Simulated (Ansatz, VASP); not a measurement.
# Th3Ga2 in two plane-wave programs, part 2 of 3

Aim: how closely do two programs agree when they are given the same cell, functional and k mesh? Of the first pair: The structure shown is the start of the Ansatz relaxation below; VASP solves that cell, so the two are compared at the walk's first step.

VASP 6.6.1 and Ansatz 0.2.0.

So far: Set-up; Ansatz: relaxation, PBEsol.

## 3. VASP: single point, PBEsol, start cell, pair 1

Level of this step: PBEsol; plane waves and PAW (Th, Ga_d) (VASP).

The same cell, functional, mesh and smearing now go to VASP, with its own data sets.

Lines of VASP's logs that name or quote its potential files are left out, and so is its time.

Contents of INCAR:

```
SYSTEM = Th3Ga2
PREC = Accurate
ENCUT = 400
EDIFF = 1E-06
NELM = 200
ISMEAR = 1
SIGMA = 0.2
LREAL = .FALSE.
ALGO = Normal
GGA = PS
NBANDS = 153
LASPH = .TRUE.
LORBIT = 11
LWAVE = .FALSE.
LCHARG = .FALSE.
ISIF = 2
GGA_COMPAT = .FALSE.
LMAXMIX = 6
KPAR = 4
```

Contents of POSCAR:

```
Th3Ga2
1.0
    7.9917440000      0.0000000000      0.0000000000
    0.0000000000      7.9917440000      0.0000000000
    0.0000000000      0.0000000000      8.4654630000
Th Ga
12 8
Direct
    0.0000000626      0.0000000626      0.9740120534
    0.0000000626      0.0000000626      0.5259879466
    0.5000000626      0.5000000626      0.0259879466
    0.5000000626      0.5000000626      0.4740120534
    0.1721532560      0.6799274352      0.2500000000
    0.1799274352      0.6721532560      0.7500000000
    0.3200726901      0.1721532560      0.2500000000
    0.3278468692      0.1799274352      0.7500000000
    0.8278468692      0.3200726901      0.2500000000
    0.8200726901      0.3278468692      0.7500000000
    0.6799274352      0.8278468692      0.2500000000
    0.6721532560      0.8200726901      0.7500000000
    0.3817817488      0.8817817488      0.0000000000
    0.3817817488      0.8817817488      0.5000000000
    0.1182183764      0.3817817488      0.0000000000
    0.1182183764      0.3817817488      0.5000000000
    0.6182183764      0.1182183764      0.0000000000
    0.6182183764      0.1182183764      0.5000000000
    0.8817817488      0.6182183764      0.0000000000
    0.8817817488      0.6182183764      0.5000000000
```

Contents of KPOINTS:

```
Automatic mesh
0
Gamma
6 6 4
0 0 0
```

PAW data sets: Th and Ga_d (PBE family, release 64).

Run with:

```console
$ mpirun -np 4 vasp_std
```

Numbers of over 12 decimals in the logs are rounded to 6 here.

Log:

```text
[banner, memory and clock lines left out]
running    4 mpi-ranks, on    1 nodes
 distrk:  each k-point on    1 cores,    4 groups
 distr:  one band on    1 cores,    1 groups

 POSCAR found type information on POSCAR ThGa
 POSCAR found :  2 types and      20 ions
|                                                                             |
|               ----> ADVICE to this user running VASP <----                  |
|                                                                             |
|     You have a (more or less) 'large supercell' and for larger cells it     |
|     might be more efficient to use real-space projection operators.         |
|     Therefore, try LREAL= Auto in the INCAR file.                           |
|     Mind: For very accurate calculation, you might also keep the            |
|     reciprocal projection scheme (i.e. LREAL=.FALSE.).                      |
|                                                                             |

|                                                                             |
|               ----> ADVICE to this user running VASP <----                  |
|                                                                             |
|     You enforced a specific xc type in the INCAR file but a different       |
|     [... a line on the potential file left out ...]
|     I HOPE YOU KNOW WHAT YOU ARE DOING!                                     |
|                                                                             |

 LDA part: xc-table for (Slater+PW92), standard interpolation
 POSCAR, INCAR and KPOINTS ok, starting setup
 FFT: planning ... GRIDC
 FFT: planning ... GRID_SOFT
 FFT: planning ... GRID
 WAVECAR not read
 entering main loop
       N       E                     dE             d eps       ncg     rms          rms(c)
DAV:   1     0.318305063294E+04    0.31831E+04   -0.82694E+04  9325   0.176E+03
DAV:   2     0.768847343939E+03   -0.24142E+04   -0.23177E+04 10300   0.545E+02
DAV:   3    -0.897224472919E+01   -0.77782E+03   -0.75361E+03 13020   0.226E+02
DAV:   4    -0.134785931478E+03   -0.12581E+03   -0.12170E+03 13740   0.945E+01
DAV:   5    -0.146370355734E+03   -0.11584E+02   -0.11317E+02 14552   0.298E+01    0.912E+01
DAV:   6    -0.133760218683E+03    0.12610E+02   -0.38668E+01 12711   0.142E+01    0.571E+01
DAV:   7    -0.132810107884E+03    0.95011E+00   -0.33580E+01 13430   0.135E+01    0.194E+01
DAV:   8    -0.132467229442E+03    0.34288E+00   -0.55682E+00 15296   0.544E+00    0.842E+00
DAV:   9    -0.132322823390E+03    0.14441E+00   -0.13672E+00 13700   0.318E+00    0.706E+00
DAV:  10    -0.132304413210E+03    0.18410E-01   -0.11444E-01 15679   0.862E-01    0.144E+00
DAV:  11    -0.132305252148E+03   -0.83894E-03   -0.45085E-02 14600   0.446E-01    0.475E-01
DAV:  12    -0.132304375293E+03    0.87685E-03   -0.57281E-03 14693   0.176E-01    0.405E-01
DAV:  13    -0.132304353558E+03    0.21735E-04   -0.25610E-03 14078   0.964E-02    0.318E-01
DAV:  14    -0.132304343583E+03    0.99752E-05   -0.51889E-04 12814   0.587E-02    0.176E-01
DAV:  15    -0.132304334439E+03    0.91439E-05   -0.85521E-05 12006   0.248E-02    0.272E-02
DAV:  16    -0.132304333642E+03    0.79767E-06   -0.82230E-06 11218   0.785E-03
   1 F= -.13230433E+03 E0= -.13229607E+03  d E =-.247873E-01
```

From OUTCAR (step 3):

```text
ion  position               nearest neighbor table
   1  0.000  0.000  0.974-  13 3.20  15 3.20  17 3.20  19 3.20  10 3.54  12 3.54   6 3.54   8 3.54
                            11 3.73   5 3.73   9 3.73   7 3.73   2 3.79
   2  0.000  0.000  0.526-  14 3.20  16 3.20  18 3.20  20 3.20  10 3.54  12 3.54   6 3.54   8 3.54
                            11 3.73   5 3.73   9 3.73   7 3.73   1 3.79
   3  0.500  0.500  0.026-  13 3.20  15 3.20  17 3.20  19 3.20   7 3.54   9 3.54   5 3.54  11 3.54
                             6 3.73   8 3.73  10 3.73  12 3.73   4 3.79
   4  0.500  0.500  0.474-  14 3.20  16 3.20  18 3.20  20 3.20   7 3.54   9 3.54   5 3.54  11 3.54
                             6 3.73   8 3.73  10 3.73  12 3.73   3 3.79
   5  0.172  0.680  0.250-  13 3.14  14 3.14  19 3.18  20 3.18  15 3.22  16 3.22   3 3.54   4 3.54
                             1 3.73   2 3.73
   6  0.180  0.672  0.750-  13 3.14  14 3.14  15 3.18  16 3.18  19 3.22  20 3.22   1 3.54   2 3.54
                             3 3.73   4 3.73
   7  0.320  0.172  0.250-  15 3.14  16 3.14  13 3.18  14 3.18  17 3.22  18 3.22   3 3.54   4 3.54
                             1 3.73   2 3.73
   8  0.328  0.180  0.750-  15 3.14  16 3.14  17 3.18  18 3.18  13 3.22  14 3.22   1 3.54   2 3.54
                             3 3.73   4 3.73
   9  0.828  0.320  0.250-  17 3.14  18 3.14  15 3.18  16 3.18  19 3.22  20 3.22   3 3.54   4 3.54
                             1 3.73   2 3.73
  10  0.820  0.328  0.750-  17 3.14  18 3.14  19 3.18  20 3.18  15 3.22  16 3.22   1 3.54   2 3.54
                             3 3.73   4 3.73
  11  0.680  0.828  0.250-  19 3.14  20 3.14  17 3.18  18 3.18  13 3.22  14 3.22   3 3.54   4 3.54
                             1 3.73   2 3.73
  12  0.672  0.820  0.750-  19 3.14  20 3.14  13 3.18  14 3.18  17 3.22  18 3.22   1 3.54   2 3.54
                             3 3.73   4 3.73
  13  0.382  0.882  0.000-  17 2.67   6 3.14   5 3.14  12 3.18   7 3.18   3 3.20   1 3.20   8 3.22
                            11 3.22
  14  0.382  0.882  0.500-  18 2.67   6 3.14   5 3.14  12 3.18   7 3.18   4 3.20   2 3.20   8 3.22
                            11 3.22
  15  0.118  0.382  0.000-  19 2.67   8 3.14   7 3.14   9 3.18   6 3.18   3 3.20   1 3.20  10 3.22
                             5 3.22
  16  0.118  0.382  0.500-  20 2.67   8 3.14   7 3.14   9 3.18   6 3.18   4 3.20   2 3.20  10 3.22
                             5 3.22
  17  0.618  0.118  0.000-  13 2.67  10 3.14   9 3.14  11 3.18   8 3.18   3 3.20   1 3.20  12 3.22
                             7 3.22
  18  0.618  0.118  0.500-  14 2.67  10 3.14   9 3.14  11 3.18   8 3.18   4 3.20   2 3.20  12 3.22
                             7 3.22
  19  0.882  0.618  0.000-  15 2.67  11 3.14  12 3.14  10 3.18   5 3.18   3 3.20   1 3.20   9 3.22
                             6 3.22
  20  0.882  0.618  0.500-  16 2.67  11 3.14  12 3.14  10 3.18   5 3.18   4 3.20   2 3.20   9 3.22
                             6 3.22

  LATTYP: Found a simple tetragonal cell.
 ALAT       =     7.9917440000
 C/A-ratio  =     1.0592760479

 Subroutine GETGRP returns: Found 16 space group operations
 (whereof  4 operations were pure point group operations)

The static configuration has the point symmetry     .
 The point group associated with its full space group is D_4h.

 Found     30 irreducible k-points:

   k-points           NKPTS =     30   k-points in BZ     NKDIM =     30   number of bands    NBANDS=    153

   dimension x,y,z NGX =    54 NGY =   54 NGZ =   56
   dimension x,y,z NGXF=   108 NGYF=  108 NGZF=  112

   ENCUT  =  400.0 eV  29.40 Ry    5.42 a.u.  13.03 13.03 13.81*2*pi/ulx,y,z

   NELECT =     248.0000    total number of electrons

 k-points in reciprocal lattice and weights: Automatic mesh
   0.00000000  0.00000000  0.00000000       0.007
   0.16666667  0.00000000  0.00000000       0.028
   0.33333333  0.00000000  0.00000000       0.028
   0.50000000  0.00000000  0.00000000       0.014
   0.16666667  0.16666667  0.00000000       0.028
   0.33333333  0.16666667  0.00000000       0.056
   0.50000000  0.16666667  0.00000000       0.028
   0.33333333  0.33333333  0.00000000       0.028
   0.50000000  0.33333333  0.00000000       0.028
[...]
0.50000000  0.33333333  0.50000000       0.028
   0.50000000  0.50000000  0.50000000       0.007

 average (electrostatic) potential at core
       1 -58.4598       2 -58.4599       3 -58.4599       4 -58.4599       5 -58.5857
       6 -58.5857       7 -58.5857       8 -58.5857       9 -58.5857      10 -58.5857
      11 -58.5857      12 -58.5857      13 -62.5599      14 -62.5599      15 -62.5599
      16 -62.5599      17 -62.5599      18 -62.5599      19 -62.5599      20 -62.5599

 E-fermi :   6.6648

 k-point     1 :       0.0000    0.0000    0.0000
  band No.  band energies     occupation
    ...
    120       6.3547      2.05071
    121       6.5126      1.95895
    122       6.5126      1.95895
    123       6.5800      1.65153
    124       6.6805      0.86809
    125       6.7559      0.31101
    126       6.9457     -0.06321
    127       7.0886     -0.01068
    128       7.1405     -0.00392
    129       7.1794     -0.00166
    ...

 k-point     2 :       0.1667    0.0000    0.0000
  band No.  band energies     occupation
    ...
    120       6.3077      2.02998
    121       6.3707      2.05789
    122       6.5484      1.82375
    123       6.6574      1.06302
    124       6.6784      0.88543
    125       6.8089      0.06628
    126       7.0881     -0.01079
    127       7.1190     -0.00606
    128       7.1446     -0.00359
    129       7.1896     -0.00131
    ...

 k-point     3 :       0.3333    0.0000    0.0000
  band No.  band energies     occupation
    ...
    119       6.3297      2.03925
    120       6.4681      2.04672
    121       6.5509      1.81194
    122       6.5616      1.75779
    123       6.6588      1.05104
    124       6.8075      0.07115
    125       6.8471     -0.02669
    126       6.9066     -0.07084
    127       7.0638     -0.01624
    128       7.1478     -0.00336
    ...

  Total      -10.6335165    -10.6335165     -9.6369877      0.0000000     -0.0000000      0.0000000
  in kB      -31.5103806    -31.5103806    -28.5573592      0.0000000     -0.0000000      0.0000000
  external PRESSURE =     -30.5260401 kB  Pullay stress =       0.0000000 kB

  energy-cutoff  :      400.00
  volume of cell :      540.67
      direct lattice vectors                 reciprocal lattice vectors
     7.991744000  0.000000000  0.000000000     0.125129133  0.000000000  0.000000000
     0.000000000  7.991744000  0.000000000     0.000000000  0.125129133  0.000000000
     0.000000000  0.000000000  8.465463000     0.000000000  0.000000000  0.118127030

 POSITION                                       TOTAL-FORCE (eV/Angst)
 -----------------------------------------------------------------------------------
      0.00000      0.00000      8.24546        -0.000000      0.000000     -0.044163
      0.00000      0.00000      4.45273        -0.000000      0.000000      0.044163
      3.99587      3.99587      0.22000        -0.000000      0.000000      0.044163
      3.99587      3.99587      4.01273        -0.000000      0.000000     -0.044163
      1.37580      5.43381      2.11637        -0.056543      0.044384     -0.000000
      1.43793      5.37168      6.34910         0.044384     -0.056543     -0.000000
      2.55794      1.37580      2.11637        -0.044384     -0.056543     -0.000000
      2.62007      1.43793      6.34910         0.056543      0.044384     -0.000000
      6.61594      2.55794      2.11637         0.056543     -0.044384     -0.000000
      6.55381      2.62007      6.34910        -0.044384      0.056543     -0.000000
      5.43381      6.61594      2.11637         0.044384      0.056543     -0.000000
      5.37168      6.55381      6.34910        -0.056543     -0.044384     -0.000000
      3.05110      7.04697      0.00000        -0.006752     -0.006752     -0.000000
      3.05110      7.04697      4.23273        -0.006752     -0.006752     -0.000000
      0.94477      3.05110      0.00000         0.006752     -0.006752     -0.000000
      0.94477      3.05110      4.23273         0.006752     -0.006752     -0.000000
      4.94064      0.94477      0.00000         0.006752      0.006752     -0.000000
      4.94064      0.94477      4.23273         0.006752      0.006752     -0.000000
      7.04697      4.94064      0.00000        -0.006752      0.006752     -0.000000
      7.04697      4.94064      4.23273        -0.006752      0.006752     -0.000000
 -----------------------------------------------------------------------------------
    total drift:                               -0.002732     -0.002732      0.002118

  FREE ENERGIE OF THE ION-ELECTRON SYSTEM (eV)
  ---------------------------------------------------
  free  energy   TOTEN  =      -132.3043336416 eV

  energy  without entropy=     -132.2795463081  energy(sigma->0) =     -132.29607120

 total charge
# of ion       s       p       d       f       tot
--------------------------------------------------
    1        2.179   5.729   1.240   0.265   9.412
    2        2.179   5.729   1.240   0.265   9.412
    3        2.179   5.729   1.240   0.265   9.412
    4        2.179   5.729   1.240   0.265   9.412
    5        2.146   5.769   1.167   0.243   9.325
    6        2.146   5.769   1.167   0.243   9.325
    7        2.146   5.769   1.167   0.243   9.325
    8        2.146   5.769   1.167   0.243   9.325
    9        2.146   5.769   1.167   0.243   9.325
   10        2.146   5.769   1.167   0.243   9.325
   11        2.146   5.769   1.167   0.243   9.325
   12        2.146   5.769   1.167   0.243   9.325
   13        0.946   0.846   9.935   0.000  11.727
   14        0.946   0.846   9.935   0.000  11.727
   15        0.946   0.846   9.935   0.000  11.727
   16        0.946   0.846   9.935   0.000  11.727
   17        0.946   0.846   9.935   0.000  11.727
   18        0.946   0.846   9.935   0.000  11.727
   19        0.946   0.846   9.935   0.000  11.727
   20        0.946   0.846   9.935   0.000  11.727
--------------------------------------------------
tot         33.447  75.836  93.783   3.001 206.067

[... 3 further parts left out ...]
```

The run ends at a pressure of -3.05 GPa, with forces up to 0.072 eV/Å.

## 4. Comparison

Known differences besides the potentials themselves: the cutoff is 420 eV in Ansatz and 400 eV in VASP; Ansatz makes its cores anew for this functional, VASP keeps those of its PBE data sets. Total energies have different zeros and are not compared.

Forces on 7 of the 20 atoms, those with the largest forces and the largest differences (eV/Å; atoms numbered as in POSCAR):

| atom | Ansatz x, y, z | VASP x, y, z |
| --- | --- | --- |
| Th1 | 0.000, 0.000, -0.073 | 0.000, 0.000, -0.044 |
| Th2 | 0.000, 0.000, 0.073 | 0.000, 0.000, 0.044 |
| Th3 | 0.000, 0.000, 0.073 | 0.000, 0.000, 0.044 |
| Th4 | 0.000, 0.000, -0.073 | 0.000, 0.000, -0.044 |
| Th5 | -0.055, 0.034, 0.000 | -0.057, 0.044, 0.000 |
| Th6 | 0.034, -0.055, 0.000 | 0.044, -0.057, 0.000 |
| Th7 | -0.034, -0.055, 0.000 | -0.044, -0.057, 0.000 |

The forces differ by 8.8 meV/Å r.m.s., which is 30.4 % of the r.m.s. force of 0.029 eV/Å (both taken over all components).

[end of part 2 of 3]

[Lines on the potential files, build, host, timing and source positions are cut from VASP's logs without a mark.]

[Logs are printed without paths, hosts, clocks, repeated set-up lines and the standing remarks that a program may print on its own settings, such as how far it seeks lower states.]

[Hosts, paths, dates, database ids (printed as entryN), source tags and the programs' standing remarks are cut or masked in the printed files.]
